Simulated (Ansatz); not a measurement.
# RuS2: the cost of one run

Method: DFT PBEsol, scalar-relativistic, plane waves, PAW, in Ansatz 0.2.0.

### Step 1. The system as given

It takes space group P-3m1 (No. 164, trigonal). Conventional cell: a = 3.498 Å, b = 3.498 Å, c = 5.643 Å, α = 90.00°, β = 90.00°, γ = 120.00°. Ru (site symmetry -3m) is surrounded by 6 S at 2.47 Å. S (site symmetry 3m) is surrounded by 3 Ru at 2.47 Å.

Structure file:

```xyz
3
Lattice="3.4980 0.0000 0.0000 -1.7490 3.0294 0.0000 0.0000 0.0000 5.6430" Properties=species:S:1:pos:R:3 pbc="T T T"
Ru    0.0000    0.0000    0.0000
S     0.0000    2.0196    1.4220
S     1.7490    1.0098    4.2210
```

The moments start at Ru 2.00 μB.

### Step 2. Full relaxation

input.yaml reads:

```yaml
crystal:
  lattice:
    - [3.4980130769, 0.0, 0.0]
    - [-1.7490065384, 3.0293681873, 0.0]
    - [0.0, 0.0, 5.6430210957]
  atoms:
    - { symbol: Ru, position: [0.0, 0.0, 0.0], spin: 2.0 }
    - { symbol: S, position: [0.3333333333, 0.6666666667, 0.252] }
    - { symbol: S, position: [0.6666666667, 0.3333333333, 0.748] }
basis:
  ecutwfc: 420
  ecutrho_ratio: 4
kpoints:
  mp_grid: { grid: [10, 10, 6] }
hamiltonian:
  xc: pbesol
scf:
  occupations: { method: gaussian, width: 0.05 }
output:
  forces: true
  stress: true
  eigenvalues: true
  populations: true
magnetization:
  spin_polarized: true
relax:
  f_tol: 0.01
  max_steps: 60
  cell: { stress_tol: 0.04 }
```

Started as:

```console
> ansatz run input.yaml --threads 4 --pin off --max-ram 4096MiB --backend cpu --events-out ev --progress --plain --runs-dir out
```

**Question.** How long does this run take on 4 threads of Arm Neoverse N1, shared host, and how much memory does it need?

About 59 s, with a peak of 0.51 GiB.
